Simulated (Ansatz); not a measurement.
A relaxation of cell and atoms of SnSe (NiAs type) with the PAW code Ansatz, at the level PBE. It starts from a guessed cell.

```yaml
crystal:
  lattice:
    - [3.82742103, 0.0, 0.0]
    - [-1.913710515, 3.314643843, 0.0]
    - [0.0, 0.0, 6.2386962789]
  atoms:
    - { symbol: Sn, position: [0.0, 0.0, 0.0] }
    - { symbol: Sn, position: [0.0, 0.0, 0.5] }
    - { symbol: Se, position: [0.3333333333, 0.6666666667, 0.25] }
    - { symbol: Se, position: [0.6666666667, 0.3333333333, 0.75] }
kpoints:
  mp_grid: { grid: [12, 12, 4] }
hamiltonian:
  xc: pbe
scf:
  occupations: { method: fermi_dirac, width: 0.02 }
relax:
  f_tol: 0.005
  cell: {}
```

The output follows, shortened, with numbered blanks.
```
Pseudopotential: Sn, paw, valence charge 14, recommended cutoff 420 eV (normal)
Pseudopotential: Se, paw, valence charge 16, recommended cutoff 420 eV (normal)
Functional definition: PBE
Crystal: 4 atoms, lattice volume = 79.147 Å³
Basis set: ecut = 420 eV, 1545 PW (Γ)
Bands: 36, of which v1, the nominal top of the filled ones, is band 30 counted from 1 (29 counted from 0)
[1]
preconditioner: auto → Kerker (q_TF=auto, 2.605 Å⁻¹)  [metal: Δε(μ)=0.033 eV  σ=0.020 eV  ℏωp=26.4 eV]
relax step 1: F+E_penalty+E_count = -22984.97595482 eV  P = +37.755 GPa  Ω = 79.147 Å³
--- Relaxed structure (9 steps of the walk, 9 accepted, 2 SCFs on fresh bases) ---
[2]
```

Q: Fill in the blanks. They hold the relaxed structure, the symmetry found.

A:
```
[1]
Symmetry: 24 space group operations
Space group: P63/mmc (ITA 194)
[2]
  F+E_penalty+E_count = -22988.07992238 eV
  cell:  # Å, volume = 112.9429 Å³
    - [4.167716, 0.000000, 0.000000]
    - [-2.083858, 3.609348, 0.000000]
    - [0.000000, 0.000000, 7.508136]
  atoms:
    - { symbol: Sn, position: [0.000000, 0.000000, 0.000000] }
    - { symbol: Sn, position: [0.000000, 0.000000, 0.500000] }
    - { symbol: Se, position: [0.333333, 0.666667, 0.250000] }
    - { symbol: Se, position: [0.666667, 0.333333, 0.750000] }
```
Only the leading digits can be foreseen; the rest is this run's record.

The walk took 9 steps and changed the volume by +42.7 %. The last SCF, on a fresh basis, lies 776 meV an atom below the first. Final cell: space group P6_3/mmc (No. 194), hexagonal; conventional cell a = 4.168 Å, c = 7.508 Å, 28.24 Å³ an atom. Sn has 6 Se at 3.05 Å; Se has 6 Sn at 3.05 Å.

Run as `ansatz run input.yaml --threads 2 --pin off --max-ram 2211MiB --backend cpu --events-out ev --progress --plain --runs-dir out`.

Computed, not measured; no magnetism was allowed, and whether the structure is a known phase isn't checked.
